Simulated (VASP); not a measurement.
# PbS: which input changes matter, part 2 of 3

Aim: change the input of a sound run on PbS piece by piece and see what each change does. All runs use PBE. The start is a computed cell from the Materials Project.

VASP 6.6.1; PBE; plane waves and PAW (Pb_d, S).

So far. Step 2 (Reference run): The pressure is 0.81 GPa and the largest force 0.013 eV/Å, so the cell is not at a minimum at these settings. Step 3 (Self-consistent run (PBE) with a changed input): Against the reference run the energy at zero smearing moves by -0.12 meV an atom and the pressure by +0.03 GPa.

## Step 4: Total energy, forces and stress (PBE) with a changed input

This run is made with a changed input; what comes of it follows.

The input, INCAR:

```
SYSTEM = PbS
PREC = Accurate
ENCUT = 400
EDIFF = 1E-06
NELM = 62
ISMEAR = -1
SIGMA = 0.05
LREAL = .FALSE.
ALGO = Normal
GGA = PE
NBANDS = 49
LORBIT = 11
LWAVE = .FALSE.
LCHARG = .FALSE.
KPAR = 8
ISIF = 2
ICHARG = 11
```

The input, POSCAR:

```
PbS
1.0
    8.4331939300      0.0000000000      0.0000000000
    0.0000000000      4.2305071600      0.0000000000
    0.0000000000      0.0000000000      5.9824948000
Pb S
4 4
Direct
    0.1237649400      0.7500000000      0.7500887600
    0.6237649400      0.7500000000      0.7499112400
    0.8762350600      0.2500000000      0.2499112400
    0.3762350600      0.2500000000      0.2500887600
    0.8747563400      0.2500000000      0.7509490300
    0.3747563400      0.2500000000      0.7490509700
    0.1252436600      0.7500000000      0.2490509700
    0.6252436600      0.7500000000      0.2509490300
```

The input, KPOINTS:

```
Automatic mesh
0
Gamma
3 6 5
0 0 0
```

PAW data sets: Pb_d and S (PBE family, release 64).

On the command line:

```console
mpirun -np 8 vasp_std
```

The log of the run:

```text
[banner, memory and clock lines left out]
running    8 mpi-ranks, on    1 nodes
[...]
|                                                                             |
|           W    W    AA    RRRRR   N    N  II  N    N   GGGG   !!!           |
|           W    W   A  A   R    R  NN   N  II  NN   N  G    G  !!!           |
|           W    W  A    A  R    R  N N  N  II  N N  N  G       !!!           |
|           W WW W  AAAAAA  RRRRR   N  N N  II  N  N N  G  GGG   !            |
|           WW  WW  A    A  R   R   N   NN  II  N   NN  G    G                |
|           W    W  A    A  R    R  N    N  II  N    N   GGGG   !!!           |
|                                                                             |
|     For optimal performance we recommend to set                             |
|       NCORE = 2 up to number-of-cores-per-socket                            |
|     NCORE specifies how many cores store one orbital (NPAR=cpu/NCORE).      |
|     This setting can greatly improve the performance of VASP for DFT.       |
|     The default, NCORE=1 might be grossly inefficient on modern             |
|     multi-core architectures or massively parallel machines. Do your        |
|     Unfortunately you need to use the default for GW and RPA                |
|     calculations (for HF NCORE is supported but not extensively tested      |
|     yet).                                                                   |
|                                                                             |

 LDA part: xc-table for (Slater+PW92), standard interpolation
 WARNING: stress and forces are not correct
 POSCAR, INCAR and KPOINTS ok, starting setup
[...]
WARNING: CHGCAR is incomplete
|                                                                             |
|     EEEEEEE  RRRRRR   RRRRRR   OOOOOOO  RRRRRR      ###     ###     ###     |
|     E        R     R  R     R  O     O  R     R     ###     ###     ###     |
|     E        R     R  R     R  O     O  R     R     ###     ###     ###     |
|     EEEEE    RRRRRR   RRRRRR   O     O  RRRRRR       #       #       #      |
|     E        R   R    R   R    O     O  R   R                               |
|     E        R    R   R    R   O     O  R    R      ###     ###     ###     |
|     EEEEEEE  R     R  R     R  OOOOOOO  R     R     ###     ###     ###     |
|                                                                             |
|     ERROR: charge density could not be read from file CHGCAR for            |
|     ICHARG>10                                                               |
|                                                                             |
|       ---->  I REFUSE TO CONTINUE WITH THIS SICK JOB ... BYE!!! <----       |
|                                                                             |

1
1
1
1
1
1
1
1
```

It took 6.2 s on 8 MPI ranks of Intel Xeon 6975P-C (Granite Rapids), shared host.

VASP stopped before it finished a first electronic cycle.

VASP's message: “ERROR: charge density could not be read from file CHGCAR for ICHARG>10”. No number of this run is used.

The fault in the input: density file missing or never updated (ICHARG = 11). ICHARG = 11 needs the CHGCAR of a converged run, and 12 never updates the atomic density.

## Step 5: A single point (PBE) with a changed input

A single point gives energy, forces and stress at these settings. Some settings are moved from the usual, to see what they do.

INCAR: that of step 4 with these lines changed.

```diff
@@ -4,3 +4,3 @@
 EDIFF = 1E-06
-NELM = 62
+NELM = 100
 ISMEAR = -1
@@ -16,2 +16 @@
 ISIF = 2
-ICHARG = 11
```

POSCAR is that of step 4.

The input, KPOINTS:

```
Automatic mesh
0
Gamma
1 2 2
0 0 0
```

On the command line:

```console
mpirun -np 8 vasp_std
```

The log of the run:

```text
[... set-up lines as in an earlier step ...]
 entering main loop
       N       E                     dE             d eps       ncg     rms          rms(c)
DAV:   1     0.868582614880E+03    0.86858E+03   -0.31668E+04   392   0.146E+03
DAV:   2     0.839495669545E+02   -0.78463E+03   -0.75595E+03   418   0.436E+02
DAV:   3    -0.279407465493E+02   -0.11189E+03   -0.10662E+03   511   0.193E+02
DAV:   4    -0.345440530378E+02   -0.66033E+01   -0.64874E+01   495   0.479E+01
DAV:   5    -0.347635453496E+02   -0.21949E+00   -0.21945E+00   471   0.847E+00    0.894E+00
DAV:   6    -0.318462540878E+02    0.29173E+01   -0.75857E+00   469   0.116E+01    0.646E+00
DAV:   7    -0.318651344116E+02   -0.18880E-01   -0.16508E+00   477   0.400E+00    0.397E+00
DAV:   8    -0.319006750810E+02   -0.35541E-01   -0.25805E-01   507   0.322E+00    0.903E-01
DAV:   9    -0.318766698505E+02    0.24005E-01   -0.11266E-01   471   0.171E+00    0.231E-01
DAV:  10    -0.318782864528E+02   -0.16166E-02   -0.89457E-03   421   0.388E-01    0.145E-01
DAV:  11    -0.318786201992E+02   -0.33375E-03   -0.96401E-04   501   0.143E-01    0.407E-02
DAV:  12    -0.318786515630E+02   -0.31364E-04   -0.16393E-04   477   0.887E-02    0.230E-02
DAV:  13    -0.318786416956E+02    0.98674E-05   -0.34513E-05   511   0.326E-02    0.177E-02
DAV:  14    -0.318786426873E+02   -0.99171E-06   -0.60602E-06   350   0.120E-02
   1 F= -.31878643E+02 E0= -.31863041E+02  d E =-.312041E-01
```

Wall time 11 s (8 MPI ranks); peak memory 2 GiB.

OUTCAR, selected parts (step 5):

```text
 Found      4 irreducible k-points:

   k-points           NKPTS =      4   k-points in BZ     NKDIM =      4   number of bands    NBANDS=     49

   NELECT =      80.0000    total number of electrons

 E-fermi :   5.8185

 k-point     1 :       0.0000    0.0000    0.0000
  band No.  band energies     occupation
    ...
     36       3.6851      2.00000
     37       3.9147      2.00000
     38       3.9292      2.00000
     39       4.8704      2.00000
     40       4.8937      2.00000
     41       7.0264      0.00000
     42       7.0331      0.00000
     43       7.9783      0.00000
     44       7.9812      0.00000
     45       9.5255      0.00000
    ...

 k-point     2 :       0.0000    0.5000    0.0000
  band No.  band energies     occupation
    ...
     36       2.3985      2.00000
     37       3.9375      2.00000
     38       3.9375      2.00000
     39       4.9039      2.00000
     40       4.9039      2.00000
     41       7.0603      0.00000
     42       7.0603      0.00000
     43       8.0071      0.00000
     44       8.0071      0.00000
     45       9.5166      0.00000
    ...

  Total        8.6060117      8.5385014      2.9244356      0.0000000      0.0000000      0.0000000
  in kB       64.6019552     64.0951818     21.9525915      0.0000000      0.0000000      0.0000000
  external PRESSURE =      50.2165762 kB  Pullay stress =       0.0000000 kB

 POSITION                                       TOTAL-FORCE (eV/Angst)
 -----------------------------------------------------------------------------------
      1.04373      3.17288      4.48740        -0.025613      0.000000      0.009539
      5.26033      3.17288      4.48634        -0.025613     -0.000000     -0.009539
      7.38946      1.05763      1.49509         0.025613      0.000000     -0.009539
      3.17286      1.05763      1.49615         0.025613     -0.000000      0.009539
      7.37699      1.05763      4.49255         0.010736      0.000000      0.008548
      3.16039      1.05763      4.48119         0.010736      0.000000     -0.008548
      1.05620      3.17288      1.48995        -0.010736      0.000000     -0.008548
      5.27280      3.17288      1.50130        -0.010736      0.000000      0.008548
 -----------------------------------------------------------------------------------
    total drift:                                0.000000     -0.000000     -0.000000

  FREE ENERGIE OF THE ION-ELECTRON SYSTEM (eV)
  ---------------------------------------------------
  free  energy   TOTEN  =       -31.8786426873 eV

  energy  without entropy=      -31.8474385780  energy(sigma->0) =      -31.86304063

 total charge
# of ion       s       p       d       tot
------------------------------------------
    1        1.524   0.428   9.856  11.808
    2        1.524   0.428   9.856  11.808
    3        1.524   0.428   9.856  11.808
    4        1.524   0.428   9.856  11.808
    5        1.324   2.405   0.000   3.729
    6        1.324   2.405   0.000   3.729
    7        1.324   2.405   0.000   3.729
    8        1.324   2.405   0.000   3.729
--------------------------------------------------
tot         11.393  11.330  39.423  62.146

[... 7 parts as in an earlier step ...]

[... 4 further parts left out ...]
```

The run converged; its settings lie outside those of the reference runs, so its numbers are set aside.

Against the sound run on this cell (reference run) the energy at zero smearing moves by +401.2 meV an atom and the pressure by +4.21 GPa.

Settings moved from the usual: k-mesh = 1×2×2. KPOINTS differs too.

The mesh holds 4 irreducible points against 24.

## Step 6: Full relaxation (PBE) with a changed input

The start need not lie at this functional's minimum. ISIF = 3 frees volume, shape and positions, and EDIFFG sets the threshold on forces and stress at which the search stops. Some settings are moved from the usual, to see what they do.

INCAR: that of step 5 with these lines changed.

```diff
@@ -1,3 +1,3 @@
 SYSTEM = PbS
-PREC = Accurate
+PREC = Medium
 ENCUT = 400
@@ -15,2 +15,5 @@
 KPAR = 8
-ISIF = 2
+IBRION = 2
+NSW = 60
+ISIF = 3
+EDIFFG = -0.01
```

POSCAR is that of step 5.

The input, KPOINTS:

```
Automatic mesh
0
Gamma
3 6 5
0 0 0
```

On the command line:

```console
mpirun -np 8 vasp_std
```

The log of the run:

```text
[... set-up lines as in an earlier step ...]
 entering main loop
       N       E                     dE             d eps       ncg     rms          rms(c)
DAV:   1     0.860600517886E+03    0.86060E+03   -0.31700E+04  2352   0.146E+03
DAV:   2     0.828786329995E+02   -0.77772E+03   -0.75131E+03  2404   0.431E+02
DAV:   3    -0.300947562479E+02   -0.11297E+03   -0.10794E+03  3124   0.192E+02
DAV:   4    -0.367718636310E+02   -0.66771E+01   -0.65969E+01  2904   0.481E+01
DAV:   5    -0.370692829851E+02   -0.29742E+00   -0.29714E+00  2981   0.920E+00    0.931E+00
DAV:   6    -0.350228403157E+02    0.20464E+01   -0.50361E+00  3179   0.106E+01    0.603E+00
DAV:   7    -0.350618055398E+02   -0.38965E-01   -0.10939E+00  3120   0.323E+00    0.352E+00
DAV:   8    -0.350811655084E+02   -0.19360E-01   -0.14571E-01  3187   0.282E+00    0.979E-01
DAV:   9    -0.350708642158E+02    0.10301E-01   -0.29223E-02  3164   0.122E+00    0.294E-01
DAV:  10    -0.350719019895E+02   -0.10378E-02   -0.56105E-03  3150   0.343E-01    0.222E-01
DAV:  11    -0.350719711801E+02   -0.69191E-04   -0.48532E-04  3067   0.187E-01    0.983E-03
DAV:  12    -0.350719744187E+02   -0.32386E-05   -0.38690E-05  3239   0.349E-02    0.506E-03
DAV:  13    -0.350719744894E+02   -0.70733E-07   -0.35594E-06  2215   0.103E-02
   1 F= -.35071974E+02 E0= -.35071952E+02  d E =-.350720E+02
 curvature:   0.00 expect dE= 0.000E+00 dE for cont linesearch  0.000E+00
 trial: gam= 0.00000 g(F)=  0.876E-04 g(S)=  0.219E-01 ort = 0.000E+00 (trialstep = 0.100E+01)
 search vector abs. value=  0.220E-01
 bond charge predicted
       N       E                     dE             d eps       ncg     rms          rms(c)
DAV:   1    -0.353581337608E+02   -0.28616E+00   -0.94105E+00  3015   0.323E+01    0.295E+00
DAV:   2    -0.351206282572E+02    0.23751E+00   -0.52346E-01  2923   0.740E+00    0.109E+00
DAV:   3    -0.350796760241E+02    0.40952E-01   -0.18022E-01  2963   0.417E+00    0.226E-01
DAV:   4    -0.350798369916E+02   -0.16097E-03   -0.70641E-03  2764   0.415E-01    0.832E-02
DAV:   5    -0.350797998941E+02    0.37097E-04   -0.67362E-04  3181   0.215E-01    0.707E-02
DAV:   6    -0.350798057007E+02   -0.58066E-05   -0.86113E-05  3269   0.614E-02    0.380E-02
DAV:   7    -0.350797933083E+02    0.12392E-04   -0.21497E-05  3194   0.256E-02    0.110E-02
DAV:   8    -0.350797968034E+02   -0.34952E-05   -0.26950E-06  2148   0.140E-02    0.556E-03
DAV:   9    -0.350797988181E+02   -0.20146E-05   -0.62750E-07  1583   0.662E-03    0.121E-03
DAV:  10    -0.350797987715E+02    0.46549E-07   -0.22801E-07  1508   0.418E-03
   2 F= -.35079799E+02 E0= -.35079784E+02  d E =-.782428E-02
[... from here on, the cycles between the ionic steps are left out ...]
   3 F= -.35080522E+02 E0= -.35080506E+02  d E =-.854703E-02
   4 F= -.35080518E+02 E0= -.35080503E+02  d E =-.854401E-02
   5 F= -.35080641E+02 E0= -.35080625E+02  d E =-.122036E-03
   6 F= -.35080742E+02 E0= -.35080727E+02  d E =-.223717E-03
   7 F= -.35080837E+02 E0= -.35080822E+02  d E =-.952312E-04
   8 F= -.35081017E+02 E0= -.35081002E+02  d E =-.275184E-03
   9 F= -.35080900E+02 E0= -.35080885E+02  d E =-.158239E-03
  10 F= -.35081050E+02 E0= -.35081034E+02  d E =-.307554E-03
  11 F= -.35081148E+02 E0= -.35081132E+02  d E =-.978938E-04
  12 F= -.35081217E+02 E0= -.35081201E+02  d E =-.167110E-03
  13 F= -.35081301E+02 E0= -.35081285E+02  d E =-.837986E-04
 trial-energy change:   -0.000084  1 .order   -0.000083   -0.000095   -0.000070
 step:   3.0610(harm=  3.0610)  dis= 0.00477  next Energy=   -35.081395 (dE=-0.178E-03)
 bond charge predicted
       N       E                     dE             d eps       ncg     rms          rms(c)
DAV:   1    -0.350803325047E+02    0.96823E-03   -0.38956E-01  2763   0.248E+00    0.156E-01
DAV:   2    -0.350816468298E+02   -0.13143E-02   -0.18893E-02  3474   0.934E-01    0.882E-02
DAV:   3    -0.350814203381E+02    0.22649E-03   -0.41921E-04  3481   0.156E-01    0.375E-02
DAV:   4    -0.350813851682E+02    0.35170E-04   -0.13720E-04  3242   0.910E-02    0.755E-03
DAV:   5    -0.350813863495E+02   -0.11813E-05   -0.25798E-05  2775   0.468E-02    0.504E-03
DAV:   6    -0.350813859810E+02    0.36849E-06   -0.63666E-07  1592   0.696E-03
  14 F= -.35081386E+02 E0= -.35081370E+02  d E =-.169105E-03
 curvature:  -3.80 expect dE=-0.641E-04 dE for cont linesearch -0.132E-05
 trial: gam= 0.25688 g(F)=  0.266E-06 g(S)=  0.166E-04 ort =-0.100E-04 (trialstep = 0.127E+01)
 search vector abs. value=  0.308E-04
 reached required accuracy - stopping structural energy minimisation
```

Wall time 86 s (8 MPI ranks); peak memory 2 GiB; 9.1 min of CPU time.

From OUTCAR (step 6):

```text
   NELECT =      80.0000    total number of electrons

 E-fermi :   5.5449

 k-point     1 :       0.0000    0.0000    0.0000
  band No.  band energies     occupation
    ...
     36       3.3562      2.00000
     37       3.5904      2.00000
     38       3.6036      2.00000
     39       4.5634      2.00000
     40       4.5815      2.00000
     41       6.8035      0.00000
     42       6.8085      0.00000
     43       7.8121      0.00000
     44       7.8178      0.00000
     45       9.3605      0.00000
    ...

  Total       -0.0036617     -0.0059785      0.0520084      0.0000000      0.0000000      0.0000000
  in kB       -0.0270839     -0.0442198      0.3846793      0.0000000      0.0000000      0.0000000
  external PRESSURE =       0.1044585 kB  Pullay stress =       0.0000000 kB

 POSITION                                       TOTAL-FORCE (eV/Angst)
 -----------------------------------------------------------------------------------
      1.06976      3.18753      4.49963         0.000528     -0.000000      0.000797
      5.31683      3.18753      4.50080         0.000528      0.000000     -0.000797
      7.42438      1.06251      1.50065        -0.000528      0.000000     -0.000797
      3.17731      1.06251      1.49949        -0.000528     -0.000000      0.000797
      7.43307      1.06251      4.49997        -0.000059     -0.000000      0.000681
      3.18600      1.06251      4.50046        -0.000059      0.000000     -0.000681
      1.06107      3.18753      1.50032         0.000059      0.000000     -0.000681
      5.30815      3.18753      1.49982         0.000059     -0.000000      0.000681
 -----------------------------------------------------------------------------------
    total drift:                                0.000000      0.000000     -0.000000

  FREE ENERGIE OF THE ION-ELECTRON SYSTEM (eV)
  ---------------------------------------------------
  free  energy   TOTEN  =       -35.0813859810 eV

  energy  without entropy=      -35.0813547036  energy(sigma->0) =      -35.08137034

 reached required accuracy - stopping structural energy minimisation

[... 7 parts as in an earlier step ...]

[... 10 further parts left out ...]
```

CONTCAR:

```
PbS
   1.00000000000000
     8.4941451290068741    0.0000000000000000    0.0000000000000000
     0.0000000000000000    4.2500431839829007    0.0000000000000000
     0.0000000000000000   -0.0000000000000000    6.0002882287143811
  Pb              S
     4     4
Direct
     0.1259410087024915    0.7500000000000000    0.7499031410591422
     0.6259410087024916    0.7500000000000000    0.7500968589408578
     0.8740589912975084    0.2500000000000000    0.2500968589408579
     0.3740589912975085    0.2500000000000000    0.2499031410591420
     0.8750818429030681    0.2500000000000000    0.7499585396330544
     0.3750818429030681    0.2500000000000000    0.7500414603669456
     0.1249181570969319    0.7500000000000000    0.2500414603669457
     0.6249181570969319    0.7500000000000000    0.2499585396330542
```

The run converged. In volume (within 0.3 %) and energy (within 2 meV an atom) it ends like the sound relaxation.

Settings moved from the usual: PREC = Medium.

PREC = Medium changes the FFT grids.

## Step 7: Full relaxation (PBE) with a changed input, try 2

This run is made with a changed input; what comes of it follows.

INCAR: that of step 6 with these lines changed.

```diff
@@ -1,6 +1,6 @@
 SYSTEM = PbS
-PREC = Medium
+PREC = Accurate
 ENCUT = 400
 EDIFF = 1E-06
-NELM = 100
+NELM = 84
 ISMEAR = -1
@@ -16,3 +16,3 @@
 IBRION = 2
-NSW = 60
+NSW = 1
 ISIF = 3
```

POSCAR is that of step 6.

KPOINTS is that of step 6.

On the command line:

```console
mpirun -np 8 vasp_std
```

The log of the run:

```text
[... set-up lines as in an earlier step ...]
 entering main loop
       N       E                     dE             d eps       ncg     rms          rms(c)
[... 13 cycles as in an earlier step ...]
   1 F= -.35072654E+02 E0= -.35072631E+02  d E =-.350727E+02
[...]
```

The job ended after 22 s (8 MPI ranks; peak memory 2.6 GiB).

Parts of OUTCAR (step 7):

```text
[... 21 parts as in an earlier step ...]

[... 3 further parts left out ...]
[key lines of the parts left out:]
E-fermi :   5.7220
```

The relaxation used up its NSW steps before forces and stress met EDIFFG.

The fault in the input: too few ionic steps (NSW = "1"). Raise NSW.

(Continued in part 3 of 3.)

[Lines on the potential files, build, host, timing and source positions are cut from VASP's logs without a mark.]

[Logs are printed without paths, hosts, clocks, repeated set-up lines and the standing remarks that a program may print on its own settings, such as how far it seeks lower states.]

[Hosts, paths, dates, database ids (printed as entryN), source tags and the programs' standing remarks are cut or masked in the printed files.]

[A measured line is paired with the nearest computed mode of its activity, which favours agreement.]

[In band tables of VASP the shares of atoms and orbitals are scaled to a sum of 1 inside the atoms' spheres.]
